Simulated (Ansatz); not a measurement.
Si2C3 and its competing phases

All numbers below come from DFT PBE, scalar-relativistic, plane waves, PAW in Ansatz 0.2.0. All cells share a 420 eV cutoff and Γ-centred k meshes spaced at most about 0.3 Å⁻¹ (about 0.25 or finer for metals, 2π included). No spin polarisation.

Formation energies are uncorrected and refer to the elements' standard structures at the same level.

All energies are static (0 K, no zero-point motion). The reference form of C is held partly by dispersion forces, which this level lacks.

The competitors are the elements and 2 reference phases of this chemical system (from databases or known types: Si7C, SiC), relaxed at the same level; other known phases may be missing.

The candidate was reached from: Si and C ordered on hcp sites.

```
Si C
1.0
     2.77438    0.00000    0.00000
    -1.38719    2.40268    0.00000
     0.00000    0.00000   13.90807
Si C
4 6
Cartesian
  0.0000 0.0000 0.0000
  0.0000 0.0000 4.8712
  0.0000 0.0000 9.0368
  0.0000 1.6018 6.9540
  0.0000 0.0000 1.9608
  0.0000 0.0000 11.9473
  0.0000 1.6018 2.4662
  0.0000 1.6018 4.0102
  0.0000 1.6018 9.8979
  0.0000 1.6018 11.4419
```

Question: Where does it stand against these competitors?

Answer: Not stable. Its formation energy is 0.687 eV/atom. The lowest competing mixture at this composition is this:

```tsv
phase	space group	source	share of atoms	ΔE_f (eV/atom)
C	-	element	0.2000	-0.0002
SiC	P6_3mc (No. 186)	Materials Project	0.8000	-0.204
```

The lowest database cell of C (-0.0002) lies slightly below the reference, hence the non-zero entry.

The mixture lies at -0.163 eV/atom, and the candidate lies 0.85 eV/atom above it. The candidate matches no cell in the subsets of the Crystallography Open Database and the Materials Project at hand. A phase this far over the hull is unlikely to be made. It holds C–C nets (shortest 1.54 Å).
